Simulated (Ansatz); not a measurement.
`OB1CO1` + `C[C](=O)[InH2]` → `[InH2][B]1CO1` + acetic acid  (formal exchange of groups at a B–O bond)

Gas-phase electronic energies from Ansatz, PBE0-D4/def2-TZVP geometries. CCSD(T)/CBS is the MP2 limit (def2-TZVPP, def2-QZVPP) plus CCSD(T) − MP2 in def2-TZVPP, frozen cores. Functionals use def2-TZVPP. B3LYP here is the variant with VWN-RPA as its local correlation; programs differ in this. HSE06 is defined as in plane-wave codes. Elements past krypton have def2 core potentials. For In outer-core shells are correlated without core-valence functions, which leaves a few kJ/mol of doubt a bond. Each species was taken in one conformer, which may not be the lowest.

| level | ΔE (kJ/mol) |
| --- | --- |
| B3LYP-D4 | 53.9 |
| HSE06-D4 | 40.3 |
| BHLYP-D4 | 48.7 |
| ωB97M-V | 43.9 |
| HSE06 | 39.5 |
| CCSD(T)/def2-SVP | 42.9 |
| MP2/def2-TZVPP | 45.7 |
| MP2/CBS(def2) | 49.4 |

Task: What does CCSD(T)/CBS give? (An estimate is asked.)

Result: Ansatz gave: +49.0 kJ/mol. The listed levels differ from it by 4.9, -8.7, -0.3, -5.1, -9.5, -6.1, -3.3, 0.4 kJ/mol.

Largest T1 diagnostic among the species: 0.018.

At CCSD(T), def2-SVP lies −6.1 kJ/mol from the extrapolated value and def2-TZVPP −3.7 kJ/mol. From r2SCAN to r2SCAN0 (25 % exact exchange), in def2-TZVPP and without D4, ΔE moves by −4.5 kJ/mol. Leaving LDA and LC-ωPBE aside and taking each functional with its dispersion term where it has one, the values, not all of them listed here, spread over 22.6 kJ/mol, from ωB97X-V to BLYP-D4. LDA lies −6.6 kJ/mol from PBE without D4.

CCSD(T)/CBS has its own doubt, a few kJ/mol and more with outer-core shells, so smaller differences from it don't rank the levels.
